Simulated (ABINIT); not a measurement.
Runs of ABINIT 10.8.3 (patched build) on MgO. Symmetry: P6_3mc, No. 186, hexagonal system. Conventional cell: a = 3.308 Å, b = 3.308 Å, c = 4.983 Å, α = 90.00°, β = 90.00°, γ = 120.00°. Around Mg (site symmetry 3m) lie 4 O at 1.97 to 1.99 Å. O (site symmetry 3m) has 4 Mg at 1.97 to 1.99 Å as nearest neighbours. Measurements of this composition are mostly on another form, of space group No. 225.

```tsv
task	level	potentials or basis	cell	cutoff (eV)	cell freedom (optcell)	cutoff smearing ecutsm (Ha)	optimiser (ionmov)	force stop (Ha/bohr)	fine-grid cutoff	gap on the mesh (eV)	pressure (GPa)	largest force (eV/Å)
relaxation of cell and atoms	PBEsol	JTH PAW PBE v2.0	relaxed	626	2	0.5	2	0.0005	1224.51 eV	3.32	0.0	0.01
band structure	LDA	JTH PAW LDA v2.0	as given	626	-	-	-	-	1224.51 eV	(c)	-3.8	0.03
band structure	r2SCAN	JTH PAW PBE v2.0	as given	762	-	-	-	-	1360.57 eV	4.14	-0.2	(a)
band structure	PBEsol	JTH PAW PBE v2.0	as given	626	-	-	-	-	1224.51 eV	3.35	(b)	-
```

Alike in all rows: no spin polarisation; k mesh 9 × 9 × 6; smearing fermi-dirac 0.05 eV.

Estimate the missing entries.

(a) 0.02; (b) 0.5; (c) 3.36.

Caveats: the PAW data sets were made with another functional, which shifts forces and pressure a little (some runs); an odd mesh through Γ misses points on the zone boundary, where band edges often lie (some runs).

Runs at the PBE level aren't shown here.
